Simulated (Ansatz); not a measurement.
## 5 guesses for B and where they end

The calculation used DFT PBE, scalar-relativistic, plane waves, PAW in Ansatz 0.2.0. All cells share a 420 eV cutoff and Γ-centred k meshes spaced at most about 0.3 Å⁻¹ (about 0.25 or finer for metals, 2π included). No spin polarisation in the final relaxations.

Each guess was relaxed in cell and atoms at zero pressure, within the symmetry of its start. These are static total energies at zero pressure. Coordination counts all near atoms (those within 1.25 times the shortest such distance or 1.15 times the sum of covalent radii; a plus sign parts nearer from farther groups; a slash parts the counts of unlike sites).

```tsv
guess	made from	start group	V start (Å³/atom)	end group	V end (Å³/atom)	coordination at the end	gap on mesh (eV)	E over the lowest end (meV/atom)
1	4-connected net of one element	Cccm	7.4	Cccm	7.9	B 4/5	0	0
2	3-, 4-connected net of one element	P3_221	6.6	?	?	?	?	?
3	3-, 4-connected net of one element	Cmcm	7.0	Cmcm	6.9	B 4	0	129
4	3-, 4-connected net of one element	I-4m2	8.2	I-4m2	8.9	B 3/4	0	93
5	4-connected net of one element	R32	6.7	R32	6.9	B 5+1/6/7	0	231
```

Guess 2 as it starts:

```cif
data_structure
_symmetry_space_group_name_H-M 'P 1'
_symmetry_Int_Tables_number 1
_cell_length_a 4.7873
_cell_length_b 4.7873
_cell_length_c 2.9717
_cell_angle_alpha 90.000
_cell_angle_beta 90.000
_cell_angle_gamma 120.000
_cell_volume 58.98
loop_
_atom_site_label
_atom_site_type_symbol
_atom_site_fract_x
_atom_site_fract_y
_atom_site_fract_z
_atom_site_occupancy
B1 B 0.76648 0.60847 0.14124 1
B2 B 0.39153 0.15800 0.80790 1
B3 B 0.84200 0.23352 0.47457 1
B4 B 0.60847 0.76648 0.85876 1
B5 B 0.15800 0.39153 0.19210 1
B6 B 0.23352 0.84200 0.52543 1
B7 B 0.52613 0.00000 0.16667 1
B8 B 0.00000 0.52613 0.83333 1
B9 B 0.47387 0.47387 0.50000 1
```

**Question.** Fill in the missing row: what does this guess relax into, and where does it rank?

**Answer.** It ends in space group P3_221 (No. 154), with a = 5.546 Å, c = 2.892 Å, 8.6 Å³/atom and no gap. It lies 75 meV/atom over the lowest end, above guess 1 and below guess 4. Counting all near atoms, this end has B 6 and the lowest (guess 1) has B 4/5.

```
B
1.0
     5.54618    0.00000    0.00000
    -2.77309    4.80313    0.00000
     0.00000    0.00000    2.89179
B
9
Direct
  0.68132 0.51112 0.97371
  0.48888 0.17020 0.64038
  0.82980 0.31868 0.30705
  0.51112 0.68132 0.02629
  0.17020 0.48888 0.35962
  0.31868 0.82980 0.69295
  0.54306 0.00000 0.16667
  0.00000 0.54306 0.83333
  0.45694 0.45694 0.50000
```

Cells relaxed within their symmetry can be saddle points. The part of the Crystallography Open Database at hand lists B in space groups No. 58, 134, 166; no cell shown has one of them. Some types were kept out of the candidates beforehand, so the set may lack a known form.
